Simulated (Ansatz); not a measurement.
(110) slab cut from the bulk of AlAs, F-43m (No. 216); the slab's formula is AlAs:

```xyz
12
Lattice="3.9803 0.0000 0.0000 0.0000 5.6290 0.0000 0.0000 0.0000 24.9508" Properties=species:S:1:pos:R:3 pbc="T T T"
Al    1.9902    2.8145    7.5000
As    0.0000    4.2218    7.5000
Al    0.0000    0.0000    9.4902
As    1.9902    1.4073    9.4902
Al    1.9902    2.8145   11.4803
As    0.0000    4.2218   11.4803
Al    0.0000    0.0000   13.4705
As    1.9902    1.4073   13.4705
Al    1.9902    2.8145   15.4606
As    0.0000    4.2218   15.4606
Al    0.0000    0.0000   17.4508
As    1.9902    1.4073   17.4508
```

Method: DFT LDA, scalar-relativistic, plane waves, PAW (Ansatz). Cutoff 420 eV; k points 7×5×1 on the computed 12-atom cell (Γ-centred); Gaussian smearing, width 0.05 eV; no spin polarisation. The cell repeats along c with a dipole correction in the vacuum.

Q: What forces act on the atoms?

A:
```
atom Fx (eV/Å) Fy (eV/Å) Fz (eV/Å)
 Al1      0.000      1.127      1.353
 As2      0.000     -0.384     -1.118
 Al3      0.000     -0.322      0.082
 As4      0.000     -0.536     -0.509
 Al5      0.000      0.175      0.119
 As6      0.000     -0.060      0.160
 Al7      0.000      0.175     -0.119
 As8      0.000     -0.060     -0.160
 Al9      0.000     -0.322     -0.082
As10      0.000     -0.536      0.509
Al11      0.000      1.127     -1.353
As12      0.000     -0.384      1.118
```

Cost: 1 run of about 1.1 core-minutes, on Arm Neoverse V1 (shared hosts).